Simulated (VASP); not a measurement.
# InP (rocksalt): gaps by functional in VASP

```yaml
crystal:
  lattice:
    - [0.00000, 2.74536, 2.74536]
    - [2.74536, 0.00000, 2.74536]
    - [2.74536, 2.74536, 0.00000]
  atoms:
    - { symbol: In, position: [0.00000, 0.00000, 0.00000] }
    - { symbol: P, position: [0.50000, 0.50000, 0.50000] }
```

All runs share this cell. Band v is the last that the valence electrons fill when counted band by band, and c is the next. A negative gap between them is a band overlap, as in a metal.

```tsv
level	gap (eV)	least direct gap (eV)	pressure (GPa)
PBE	-2.74	0.00	1.9
r²SCAN	-2.64	0.20	0.0
LDA	-2.78	0.00	-3.1
PBEsol	-2.78	0.00	-1.5
PBE with spin–orbit coupling	-2.68	0.13	–
```
